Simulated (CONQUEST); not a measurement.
# Pb: equation of state with PBE

The system is Pb.

```
Pb
1.0
     3.50021    0.00000    0.00000
     0.00000    3.50021    0.00000
     0.00000    0.00000    4.95004
Pb
2
Direct
  0.00000 0.00000 0.00000
  0.50000 0.50000 0.50000
```

* Program: CONQUEST 1.3
* Task: equation of state
* Functional: PBE
* Potentials or basis: PseudoDojo NC PBE, DZ, grid of 36 × 36 × 48 points
* k mesh: 8 × 8 × 6
* Occupations: fermi-dirac, width 0.05 eV
* Spin: no spin polarisation

The equilibrium volume is 33.09 Å³/atom (rough: see the caveat) and the bulk modulus is 33 GPa (rough).

Energy against volume, from the lowest point:
```csv
volume (Å³/atom),energy (meV/atom)
28.503,88.11
29.110,62.29
29.716,41.73
30.323,26.16
30.929,13.74
31.535,5.04
32.142,0.00
```

All runs of the series together: 110 s on 1 thread of Intel(R) Xeon(R) Platinum 8488C (Sapphire Rapids), on a shared host.

Caveat: the minimum lies outside the volumes run; the atomic basis is small; the basis of atomic orbitals isn't converged, which shifts pressures, moduli and gaps. Spin-orbit coupling is left out, which matters for the levels of Pb.
